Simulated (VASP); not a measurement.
Te: relaxation of cell and atoms with PBEsol

Crystal: Te.

```xyz
1
Lattice="2.3059 1.3313 1.6910 -2.3059 1.3313 1.6910 0.0000 -2.6626 1.6910" Properties=species:S:1:pos:R:3 pbc="T T T"
Te    0.0000    0.0000    2.5364
```

This isn't the form of Te at room conditions, which is trigonal, of chains.

* Program: VASP 6.6.1
* Task: relaxation of cell and atoms
* Functional: PBEsol
* Potentials or basis: VASP PAW PBE potentials, release 64 (Te)
* Cutoff: 600 eV
* k mesh: 7 × 7 × 7
* Occupations: fermi-dirac, width 0.05 eV
* Spin: spin-orbit coupling, no magnetisation
* Further INCAR settings: ALGO = Fast; EDIFF = 1e-06; IBRION = 2; EDIFFG = -0.01; NSW = 60; ISIF = 3

- Relaxed volume: 31.41 Å³/atom
- Relaxed cell: a = 3.155 Å, b = 3.155 Å, c = 3.155 Å, α = 90.18°, β = 90.18°, γ = 90.18°
- Space group after relaxing (to 0.05 Å): Pm-3m (No. 221)
- Energy gained by relaxing: 7.0 meV/atom
- Ionic steps: 26
- Pressure after relaxing: 0.0 GPa
- Valence electrons inside the program's atomic spheres: Te 3.27

The path:
| step | energy change (eV) | largest force (eV/Å) | pressure (GPa) | volume (Å³) |
| --- | --- | --- | --- | --- |
| 1 | 0.0000 | 0.0000 | -0.02 | 31.15 |
| 2 | -0.0001 | 0.0000 | 0.04 | 31.13 |
| 3 | -0.0004 | 0.0000 | 0.21 | 31.07 |
| 4 | -0.0010 | 0.0000 | 0.56 | 30.95 |
| 5 | -0.0023 | 0.0000 | 1.23 | 30.70 |
| 6 | 0.0024 | 0.0000 | 2.53 | 30.14 |
| 7 | -0.0023 | 0.0000 | 1.49 | 30.59 |
| 8 | -0.0023 | 0.0000 | 1.44 | 30.61 |
| 9 | -0.0023 | 0.0000 | 1.44 | 30.61 |
| 10 | -0.0023 | 0.0000 | 1.44 | 30.61 |
| 11 | -0.0024 | 0.0000 | 1.44 | 30.60 |
| 12 | -0.0024 | 0.0000 | 1.47 | 30.60 |
| 13 | -0.0025 | 0.0000 | 1.50 | 30.59 |
| 14 | -0.0025 | 0.0000 | 1.56 | 30.57 |
| 15 | -0.0026 | 0.0000 | 1.56 | 30.57 |
| 16 | -0.0029 | 0.0000 | 1.49 | 30.60 |
| 17 | -0.0034 | 0.0000 | 1.38 | 30.65 |
| 18 | -0.0043 | 0.0000 | 1.18 | 30.75 |
| 19 | -0.0057 | 0.0000 | 0.79 | 30.95 |
| 20 | -0.0069 | 0.0000 | 0.01 | 31.36 |
| 21 | -0.0070 | 0.0000 | -0.03 | 31.39 |
| 22 | -0.0070 | 0.0000 | -0.08 | 31.42 |
| 23 | -0.0070 | 0.0000 | -0.08 | 31.42 |
| 24 | -0.0070 | 0.0000 | -0.08 | 31.42 |
| 25 | -0.0070 | 0.0000 | -0.06 | 31.42 |
| 26 | -0.0070 | 0.0000 | -0.04 | 31.41 |

Final structure:
```
Te
1.0
     2.23452    1.29010    1.81571
    -2.23452    1.29010    1.81571
     0.00000   -2.58021    1.81571
Te
1
Direct
  0.50000 0.50000 0.50000
```

Wall time 3.6 min on 1 thread of Intel(R) Xeon(R) 6975P-C (Granite Rapids) (shared host), peak memory 0.28 GiB.

Caveat: the PAW data sets were made with another functional, which shifts forces and pressure a little.
